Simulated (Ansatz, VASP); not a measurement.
**KBr: 3 runs at one level of theory**

The starting cell:

```xyz
2
Lattice="0.0000 3.3000 3.3000 3.3000 0.0000 3.3000 3.3000 3.3000 0.0000" Properties=species:S:1:pos:R:3 pbc="T T T"
Br    3.3000    3.3000    3.3000
K     0.0000    0.0000    0.0000
```

Alike in all runs: task relaxation of cell and atoms; functional revPBE; k mesh 7 × 7 × 7; occupations fermi-dirac, width 0.05 eV; no spin polarisation; no spin-orbit coupling.

```json
{"program and potentials": "Ansatz, Ansatz PAW", "plane-wave cutoff (eV)": "420", "notes": "potentials made for PBE, which Ansatz adapts in part", "equilibrium volume (Å³/atom)": "40.94"}
{"program and potentials": "Ansatz, all-electron LAPW, scalar-relativistic", "plane-wave cutoff (eV)": "-", "notes": "-", "equilibrium volume (Å³/atom)": "40.92"}
{"program and potentials": "VASP, PBE PAW files Br, K_sv, 600 eV", "plane-wave cutoff (eV)": "600", "notes": "potentials made for PBE", "equilibrium volume (Å³/atom)": "40.97"}
```

The equilibrium volume spans 40.92 (Ansatz, all-electron LAPW, scalar-relativistic) to 40.97 Å³/atom (VASP, PBE PAW files Br, K_sv, 600 eV), with all-electron results at 40.92. Some sets were made for another functional than the one run, which can shift their rows. Relaxations stop with a little pressure left, so the last digit of a volume isn't settled.

The functional is the same throughout but for its coding, so the spread measures potentials, basis and numerics; runs on potential files found faulty are left out.
